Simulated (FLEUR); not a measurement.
Here is a FLEUR MaX-R8.1 (later development tree) calculation.

Contents of inp.xml:

```xml
<?xml version="1.0" encoding="UTF-8" standalone="no"?>
<fleurInput fleurInputVersion="0.39">
   <comment>
      Sn                                                                                                  
   </comment>
   <calculationSetup>
      <cutoffs Kmax="4.1" Gmax="12.7" GmaxXC="12.7" numbands="0"/>
      <scfLoop itmax="80" minDistance="0.0001" maxIterBroyd="30" imix="Anderson" alpha="0.05" precondParam="0.0" spinf="2.0" sdNocoIR="T"/>
      <coreElectrons ctail="F" frcor="F" kcrel="0" coretail_lmax="0"/>
      <xcFunctional name="LibXC" relativisticCorrections="F">
         <LibXCName exchange="mgga_x_r2scan" correlation="mgga_c_r2scan"/>
         <AuxGGA exchange="117" correlation="130"/>
      </xcFunctional>
      <magnetism jspins="1"/>
      <soc l_soc="F" theta="0.0" phi="0.0" spav="F"/>
      <expertModes spex="0" secvar="F"/>
      <geometryOptimization l_f="F" forcealpha="1.0" forcemix="BFGS" epsdisp="0.00001" epsforce="0.00001"/>
      <ldaU l_linMix="F" mixParam="0.05" spinf="1.0"/>
   </calculationSetup>
   <cell>
      <bzIntegration valenceElectrons="22.0" mode="hist" fermiSmearingEnergy="0.00183747">
         <kPointListSelection listName="default-1"/>
         <!-- k-points included here -->
         <xi:include xmlns:xi="http://www.w3.org/2001/XInclude" href="kpts.xml"> </xi:include>
      </bzIntegration>
      <!-- symmetry operations included here -->
      <xi:include xmlns:xi="http://www.w3.org/2001/XInclude" href="sym.xml"> </xi:include>
      <bulkLattice scale="1.0">
         <bravaisMatrix>
            <row-1>   -3.5803730397631557     3.5803730397631557     3.5803730397631557</row-1>
            <row-2>    3.5803730397631557    -3.5803730397631557     3.5803730397631557</row-2>
            <row-3>    3.5803730397631557     3.5803730397631557    -3.5803730397631557</row-3>
         </bravaisMatrix>
      </bulkLattice>
   </cell>
   <atomSpecies>
      <species name="Tin (Sn)" element="Sn" atomicNumber="50">
         <mtSphere radius="2.66" gridPoints="879" logIncrement="0.015"/>
         <atomicCutoffs lmax="10" lnonsphr="10"/>
         <electronConfig flipSpins="F">
            <coreConfig>(1s1/2) (2s1/2) (2p1/2) (2p3/2) (3s1/2) (3p1/2) (3p3/2) (3d3/2) (3d5/2)</coreConfig>
            <valenceConfig>(4s1/2) (4p1/2) (4p3/2) (5s1/2) (4d3/2) (4d5/2) (5p1/2) (5p3/2)</valenceConfig>
            <stateOccupation state="(5p1/2)" spinUp="0.333333" spinDown="0.333333"/>
            <stateOccupation state="(5p3/2)" spinUp="0.666667" spinDown="0.666667"/>
         </electronConfig>
         <energyParameters s="5" p="5" d="4" f="4"/>
         <lo type="SCLO" l="0" n="4" eDeriv="0"/>
         <lo type="SCLO" l="1" n="4" eDeriv="0"/>
         <lo type="SCLO" l="1" n="4" eDeriv="1"/>
         <lo type="SCLO" l="2" n="4" eDeriv="2"/>
         <lo type="SCLO" l="3" n="4" eDeriv="2"/>
      </species>
   </atomSpecies>
   <atomGroups>
      <atomGroup species="Tin (Sn)">
         <relPos label="                   1">.0000000000 .0000000000 .0000000000</relPos>
         <force calculate="T" relaxXYZ="TTT"/>
      </atomGroup>
   </atomGroups>
   <output dos="F" band="F" slice="F">
      <checks vchk="F" cdinf="F"/>
      <bandDOS minEnergy="-.5*Htr" maxEnergy="0.5*Htr" sigma="0.015" storeEVData="T"/>
      <vacuumDOS vacdos="F" integ="F" star="F" nstars="0" locx1="0.0" locy1="0.0" locx2="0.0" locy2="0.0" nstm="0" tworkf="0.0"/>
      <unfoldingBand unfoldBand="F" supercellX="1" supercellY="1" supercellZ="1"/>
      <plotting iplot="0" polar="F">
         <plot TwoD="T" vec1="  1.0  0.0  0.0" vec2="  0.0  1.0  0.0" vec3="  0.0  0.0  1.0" zero="  0.0  0.0  0.0" file="plot"/>
      </plotting>
      <chargeDensitySlicing numkpt="0" minEigenval="0.0" maxEigenval="0.0" nnne="0" pallst="F"/>
      <specialOutput eonly="F"/>
      <moessbauerParams electricFieldGradient="T" isomerShift="T" coreHyperfine="T" valenceHyperfine="T"/>
      <magneticCircularDichroism mcd="F" energyLo="-10.0" energyUp="0.0"/>
   </output>
  <!-- We include the file relax.xml here to enable relaxations (see documentation) -->
  <xi:include xmlns:xi="http://www.w3.org/2001/XInclude" href="relax.xml"> <xi:fallback/> </xi:include>
</fleurInput>
```

Contents of crystal.txt:

```
Sn
&input cartesian=F /
-1.8946518192  1.8946518192  1.8946518192
1.8946518192  -1.8946518192  1.8946518192
1.8946518192  1.8946518192  -1.8946518192
1.8897261246
1.0 1.0 1.0

1
50 0.0000000000  0.0000000000  0.0000000000

&kpt div1=10 div2=10 div3=10 gamma=T /
```

Contents of inp.xml (bands):

```
<?xml version="1.0" encoding="UTF-8" standalone="no"?>
<fleurInput fleurInputVersion="0.39">
   <comment>
      Sn                                                                                                  
   </comment>
   <calculationSetup>
      <cutoffs Kmax="4.1" Gmax="12.7" GmaxXC="12.7" numbands="0"/>
      <scfLoop itmax="80" minDistance="0.0001" maxIterBroyd="30" imix="Anderson" alpha="0.05" precondParam="0.0" spinf="2.0" sdNocoIR="T"/>
      <coreElectrons ctail="F" frcor="F" kcrel="0" coretail_lmax="0"/>
      <xcFunctional name="LibXC" relativisticCorrections="F">
         <LibXCName exchange="mgga_x_r2scan" correlation="mgga_c_r2scan"/>
         <AuxGGA exchange="117" correlation="130"/>
      </xcFunctional>
      <magnetism jspins="1"/>
      <soc l_soc="F" theta="0.0" phi="0.0" spav="F"/>
      <expertModes spex="0" secvar="F"/>
      <geometryOptimization l_f="F" forcealpha="1.0" forcemix="BFGS" epsdisp="0.00001" epsforce="0.00001"/>
      <ldaU l_linMix="F" mixParam="0.05" spinf="1.0"/>
   </calculationSetup>
   <cell>
      <bzIntegration valenceElectrons="22.0" mode="hist" fermiSmearingEnergy="0.00183747">
         <kPointListSelection listName="path-1"/>
         <!-- k-points included here -->
         <xi:include xmlns:xi="http://www.w3.org/2001/XInclude" href="kpts.xml"> </xi:include>
      </bzIntegration>
      <!-- symmetry operations included here -->
      <xi:include xmlns:xi="http://www.w3.org/2001/XInclude" href="sym.xml"> </xi:include>
      <bulkLattice scale="1.0">
         <bravaisMatrix>
            <row-1>   -3.5803730397631557     3.5803730397631557     3.5803730397631557</row-1>
            <row-2>    3.5803730397631557    -3.5803730397631557     3.5803730397631557</row-2>
            <row-3>    3.5803730397631557     3.5803730397631557    -3.5803730397631557</row-3>
         </bravaisMatrix>
      </bulkLattice>
   </cell>
   <atomSpecies>
      <species name="Tin (Sn)" element="Sn" atomicNumber="50">
         <mtSphere radius="2.66" gridPoints="879" logIncrement="0.015"/>
         <atomicCutoffs lmax="10" lnonsphr="10"/>
         <electronConfig flipSpins="F">
            <coreConfig>(1s1/2) (2s1/2) (2p1/2) (2p3/2) (3s1/2) (3p1/2) (3p3/2) (3d3/2) (3d5/2)</coreConfig>
            <valenceConfig>(4s1/2) (4p1/2) (4p3/2) (5s1/2) (4d3/2) (4d5/2) (5p1/2) (5p3/2)</valenceConfig>
            <stateOccupation state="(5p1/2)" spinUp="0.333333" spinDown="0.333333"/>
            <stateOccupation state="(5p3/2)" spinUp="0.666667" spinDown="0.666667"/>
         </electronConfig>
         <energyParameters s="5" p="5" d="4" f="4"/>
         <lo type="SCLO" l="0" n="4" eDeriv="0"/>
         <lo type="SCLO" l="1" n="4" eDeriv="0"/>
         <lo type="SCLO" l="1" n="4" eDeriv="1"/>
         <lo type="SCLO" l="2" n="4" eDeriv="2"/>
         <lo type="SCLO" l="3" n="4" eDeriv="2"/>
      </species>
   </atomSpecies>
   <atomGroups>
      <atomGroup species="Tin (Sn)">
         <relPos label="                   1">.0000000000 .0000000000 .0000000000</relPos>
         <force calculate="T" relaxXYZ="TTT"/>
      </atomGroup>
   </atomGroups>
   <output dos="F" band="T" slice="F">
      <checks vchk="F" cdinf="F"/>
      <bandDOS minEnergy="-.5*Htr" maxEnergy="0.5*Htr" sigma="0.015" storeEVData="T"/>
      <vacuumDOS vacdos="F" integ="F" star="F" nstars="0" locx1="0.0" locy1="0.0" locx2="0.0" locy2="0.0" nstm="0" tworkf="0.0"/>
      <unfoldingBand unfoldBand="F" supercellX="1" supercellY="1" supercellZ="1"/>
      <plotting iplot="0" polar="F">
         <plot TwoD="T" vec1="  1.0  0.0  0.0" vec2="  0.0  1.0  0.0" vec3="  0.0  0.0  1.0" zero="  0.0  0.0  0.0" file="plot"/>
      </plotting>
      <chargeDensitySlicing numkpt="0" minEigenval="0.0" maxEigenval="0.0" nnne="0" pallst="F"/>
      <specialOutput eonly="F"/>
      <moessbauerParams electricFieldGradient="T" isomerShift="T" coreHyperfine="T" valenceHyperfine="T"/>
      <magneticCircularDichroism mcd="F" energyLo="-10.0" energyUp="0.0"/>
   </output>
  <!-- We include the file relax.xml here to enable relaxations (see documentation) -->
  <xi:include xmlns:xi="http://www.w3.org/2001/XInclude" href="relax.xml"> <xi:fallback/> </xi:include>
</fleurInput>
```

Potentials or basis: all-electron, FLAPW.

Run with:

```bash
$ inpgen -f crystal.txt -profile fastHighL
$ # inp.xml edited to the form shown
$ fleur_MPI
$ fleur_MPI   # second run, on inp.xml (bands)
```

(1) Estimate the band gap along the path.

Answers

(1) none (metal or under the smearing width).

Caveat: the meta-GGA is that of a development version, with a GGA for the radial functions and cores and without core tails; spin-orbit coupling is left out, which moves the levels of the heavy elements.
